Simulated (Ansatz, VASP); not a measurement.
**One calculation of GaAs, two programs**

File INCAR:

```
ALGO = Normal
EDIFF = 1E-7
ENCUT = 520
GGA = PE
ISIF = 2
ISMEAR = -1
LASPH = True
LCHARG = False
LREAL = False
LWAVE = False
NBANDS = 16
NELM = 100
PREC = Accurate
SIGMA = 0.03
```

File KPOINTS:

```
k-points
0
Gamma
  5 5 5
```

The input POSCAR:

```
GaAs
1.0
    3.6064012100      0.0000000000      0.0000000000
   -1.8032006000      3.1232350600      0.0000000000
    0.0000000000      0.0000000000      3.5731941600
Ga As
1 1
Direct
    0.3333333300      0.6666666700      0.5000000000
    0.0000000000      0.0000000000      0.0000000000
```

The input input.yaml:

```yaml
crystal:
  lattice:
    - [3.60640121, 0.0, 0.0]
    - [-1.8032006, 3.12323506, 0.0]
    - [0.0, 0.0, 3.57319416]
  atoms:
    - { symbol: Ga, position: [0.33333333, 0.66666667, 0.5] }
    - { symbol: As, position: [0.0, 0.0, 0.0] }
kpoints:
  mp_grid: { grid: [5, 5, 5] }
scf:
  occupations: { method: fermi_dirac, width: 0.03 }
hamiltonian:
  xc: pbe
  pseudopotentials: { kind: all_electron, lapw: { basis_error: 0.002 } }
output:
  forces: true
  stress: true
  eigenvalues: true
```

The cell was built by a generator and needn't be a form met in nature.

Alike in both runs: task single point; functional PBE; k mesh 5 × 5 × 5; occupations fermi-dirac, width 0.03 eV; no spin polarisation.

|  | VASP | Ansatz |
| --- | --- | --- |
| version | VASP 6.6.1 | Ansatz 0.2.0 |
| potentials or method | VASP PAW PBE potentials, release 64 (Ga_d, As) | all-electron LAPW, scalar-relativistic |
| plane-wave cutoff (eV) | 520 | see its input |

Ansatz gave:

| Quantity | Value |
| --- | --- |
| gap on the k mesh at the Fermi level (eV) | none |
| pressure (GPa) | -0.7 |
| largest component of the traceless stress (GPa) | 7.78 |

What did VASP give for the same quantities?

gap on the k mesh at the Fermi level (eV): none; pressure (GPa): -0.6; largest component of the traceless stress (GPa): 7.79.

A gap of «none» marks a metal or a gap that the smearing closes. Ansatz ran all-electron here, so the differences hold the error of VASP's frozen core and of both bases.

Caveats: the k mesh is coarse (spacing up to 0.40 Å⁻¹), so the values aren't converged; the k mesh is thin for a metal, which can move the energy by tens of meV per atom (Ansatz).
